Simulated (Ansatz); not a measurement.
**Structure optimisation: mercury, diamond**

Method: DFT, PBE, plane waves (420 eV) with PAW, scalar-relativistic (Ansatz 0.2.0).

k-point mesh 9×9×9, Fermi-Dirac smearing 0.1 eV, no spin polarisation. Cell and atoms relax.

Starting structure:

```xyz
2
Lattice="0.0000 3.1464 3.1464 3.1464 0.0000 3.1464 3.1464 3.1464 0.0000" Properties=species:S:1:pos:R:3 pbc="T T T"
Hg    0.7866    0.7866    0.7866
Hg    5.5062    5.5062    5.5062
```

Question: The pressure at the start is 7.7 GPa. By how much does the volume change?

Answer: From 31.15 to 53.38 Å³ per atom, 71.4 %. The final cell has a = 7.531 Å.

Question: How much energy does the relaxation gain?

Answer: 210.4 meV per atom.
